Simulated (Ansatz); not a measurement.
# KF: a single-point run

Aim: a sound single-point run of KF. The structure is shown as the input types it. The cell is built on a prototype (CsCl type) and needn't be the phase found in nature.

Method: density functional or hybrid calculation with the settings of its input, plane waves (as first typed), in Ansatz 0.2.0.

5 further runs of the same task are left out: 1 for a known fault of the program, 4 that didn't finish.

## 1. Starting point

It takes space group Pm-3m (No. 221, cubic). The conventional cell has a = 3.179 Å, b = 3.179 Å, c = 3.179 Å, α = 90.00°, β = 90.00°, γ = 90.00°. K (site symmetry m-3m) has 8 F at 2.75 Å as nearest neighbours. F (site symmetry m-3m) has 8 K at 2.75 Å as nearest neighbours.

As a file:

```
K F
1.0
     3.17887    0.00000    0.00000
     0.00000    3.17887    0.00000
     0.00000    0.00000    3.17887
K F
1 1
Direct
  0.00000 0.00000 0.00000
  0.50000 0.50000 0.50000
```

## 2. Input and run

Contents of input.yaml:

```yaml
crystal:
  lattice:
    - [3.1788706815, 0.0, 0.0]
    - [0.0, 3.1788706815, 0.0]
    - [0.0, 0.0, 3.1788706815]
  atoms:
    - { symbol: K, position: [0.0, 0.0, 0.0] }
    - { symbol: F, position: [0.5, 0.5, 0.5] }
kpoints:
  mp_grid: { grid: [6, 6, 6] }
hamiltonian:
  xc: pbe
scf:
  occupations: { method: fixed }
  n_extra_bands: 4
  convergence: { dr2_threshold: 0.01 }
  max_iter: 53
output:
  forces: true
  stress: true
  eigenvalues: true
```

On the command line:

```sh
> ansatz run input.yaml --threads 4 --pin off --max-ram 3686MiB --backend cpu --events-out ev --progress --plain --runs-dir out
```

What happens when this is run?

This run ends as converged, with warnings (force scf threshold loose, stress scf threshold loose). Its log warns: «scf.convergence.dr2_threshold = 1e-2 eV is looser than this run's default, which is 1e-7 eV or tighter. The error in the forces grows as the threshold's square root ...»

The threshold asked is loose, but the program put off the close and ended at dr2 = 1.9e-9, so little accuracy was lost here.

Run again and compare: delete scf.convergence.dr2_threshold (the default then holds).
